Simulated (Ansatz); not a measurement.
Ru under changes of volume

One of the cells (13.575 Å³/atom); the others are scaled copies at fixed shape and fractional positions:

```
Ru
1.0
     2.70580    0.00000    0.00000
    -1.35290    2.34329    0.00000
     0.00000    0.00000    4.28190
Ru
2
Direct
  0.66667 0.33333 0.75000
  0.33333 0.66667 0.25000
```

| Quantity | Value |
| --- | --- |
| Program | Ansatz 0.2.0 |
| Functional | PBE |
| Dispersion | D3(BJ) |
| Potentials or basis | all-electron LAPW, relativistic spinors |
| Cutoff | 281 eV (chosen from the basis error) |
| Basis error allowed | 0.001 eV/atom |
| k mesh | 8 × 8 × 5 |
| Occupations | fermi-dirac, width 0.02 eV |
| Spin | spin-orbit coupling, no magnetisation |

```tsv
volume (Å³/atom)	energy over the lowest point (meV/atom)	pressure (GPa)
12.760	37.01	19.3
13.032	11.71	10.8
13.303	0.00	3.2
13.575	?	?
13.846	11.54	-9.5
14.118	32.26	-14.8
14.389	61.46	-19.5
```

Q: What does the run at 13.575 Å³/atom give?

A: Energy over the lowest point 0.39 meV/atom; pressure -3.5 GPa.

Worked out: A Birch-Murnaghan fit of order 3 (a polynomial in V^(-2/3)) to the other rows has its minimum at 13.43 Å³/atom with B0 = V·E''(V) = 334 GPa and B' = 4.8 at fixed shape and positions, which overstates the stiffness. It gives 0.40 meV/atom at 13.575 Å³/atom, against the run's 0.39, and -dE/dV = -3.5 GPa, against -3.5.

Energies are extrapolated to zero smearing.

Caveats: the k mesh is thin for a metal, which can move the energy by tens of meV per atom; pairwise dispersion overbinds metals, which lowers pressure and volume.

The runs don't all hold the same shells in valence.
